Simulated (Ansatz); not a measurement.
# In: the cost of one run

Program: Ansatz 0.2.0. Level of theory: DFT PBE, scalar-relativistic. These are calculated values, not measurements.

**1. The system as given**

Symmetry: I4/mmm, No. 139, tetragonal system. Conventional cell: a = 3.252 Å, b = 3.252 Å, c = 4.948 Å, α = 90.00°, β = 90.00°, γ = 90.00°. In (site symmetry 4/mmm) has 12 In at 3.25 to 3.38 Å as nearest neighbours.

Structure file:

```
CELL_PARAMETERS angstrom
-1.62615 1.62615 2.47395
1.62615 -1.62615 2.47395
1.62615 1.62615 -2.47395
ATOMIC_POSITIONS crystal
In 0.00000 0.00000 0.00000
```

**2. The deformed structure**

Space group I4/mmm before, I4/mmm after.

**3. LAPW, all electrons**

input.yaml reads:

```yaml
crystal:
  lattice:
    - [-1.62615, 1.62615, 2.4492105]
    - [1.62615, -1.62615, 2.4492105]
    - [1.62615, 1.62615, -2.4492105]
  atoms:
    - { symbol: In, position: [0.0, 0.0, 0.0] }
kpoints:
  mp_grid: { grid: [12, 12, 14] }
  band_path:
    path:
      - [0.0, 0.0, 0.0]
      - [0.0, 0.0, 0.5]
      - [0.25, 0.25, 0.25]
      - [0.0, 0.5, 0.0]
      - [0.0, 0.0, 0.0]
      - [0.5, 0.5, -0.5]
      - [0.3602069518, 0.6397930482, -0.3602069518]
      - [-0.3602069518, 0.3602069518, 0.3602069518]
      - [0.0, 0.0, 0.0]
    npoints: 5
scf:
  occupations: { method: fermi_dirac, width: 0.05 }
hamiltonian:
  xc: pbe
  pseudopotentials: { kind: all_electron, lapw: { basis_error: 0.001 } }
output:
  forces: true
  stress: true
  eigenvalues: true
```

The run is started by

```bash
$ ansatz run input.yaml --threads 1 --pin off --max-ram 3072MiB --backend cpu --events-out ev --progress --plain --runs-dir out
```

**Question.** How long does this run take on 1 thread of Arm Neoverse V1, shared host, and how much memory does it need?

About 40 s, with a peak of 0.57 GiB.
